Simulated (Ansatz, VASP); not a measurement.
Two plane-wave programs on Sn

```
Sn
1.0
     5.31529    0.00000    0.00000
    -2.65764    4.60317    0.00000
     0.00000    0.00000    3.24025
Sn
3
Cartesian
  5.3153 0.0000 0.0000
  0.0000 3.0688 1.6201
  2.6576 1.5344 1.6201
```

Alike in both runs: task single point; functional RPBE; k mesh 8 × 8 × 11; occupations fermi-dirac, width 0.1 eV; no spin polarisation.

|  | VASP | Ansatz |
| --- | --- | --- |
| version | VASP 6.6.1 | Ansatz 0.2.0 |
| potentials or method | VASP PAW PBE potentials, release 64 (Sn_d) | plane waves (420 eV) with PAW, scalar-relativistic |
| plane-wave cutoff (eV) | 520 | 420 |
| valence electrons in the cell | 42 | 42 |

|  | VASP | Ansatz | Ansatz less VASP |
| --- | --- | --- | --- |
| pressure (GPa) | 4.7 | 4.7 | +0.05 |
| largest component of the traceless stress (GPa) | 2.13 | 2.13 | -0.002 |

With one functional, cell and mesh, what is left measures potentials, basis and numerics.

Caveats: the PAW data sets were made with another functional, which shifts forces and pressure a little (VASP).
